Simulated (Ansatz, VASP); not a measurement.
# Ni in VASP and in Ansatz

```
Ni
1.0
     0.00000    1.72772    1.83241
     1.72772    0.00000    1.83241
     1.72772    1.72772    0.00000
Ni
1
Direct
  0.00000 0.00000 0.00000
```

Change from the starting cell: stretched by +4 % along [0.0, 0.0, 1.0] at fixed volume; collinear moments without spin-orbit coupling, PAW files.

Alike in both runs: task single point; functional PBE; k mesh 12 × 12 × 12; occupations fermi-dirac, width 0.05 eV; collinear spin.

|  | VASP | Ansatz |
| --- | --- | --- |
| version | VASP 6.6.1 | Ansatz 0.2.0 |
| potentials or method | VASP PAW PBE potentials, release 64 (Ni) | PAW with Ansatz's default frozen-core files, scalar-relativistic |
| plane-wave cutoff (eV) | 520 | 420 |
| valence electrons in the cell | 10 | 18 |

|  | VASP | Ansatz | Ansatz less VASP |
| --- | --- | --- | --- |
| pressure (GPa) | -0.4 | -0.3 | +0.17 |
| largest component of the traceless stress (GPa) | 5.16 | 5.33 | +0.171 |
| net moment per atom (μB) | 0.66 | 0.68 | +0.020 |
| size of the moment on the site where the two differ most (μB) | 0.67 | 0.72 | +0.048 |

Site moments also hang on the region over which each program counts them. The two sets of potentials don't hold the same shells in valence.
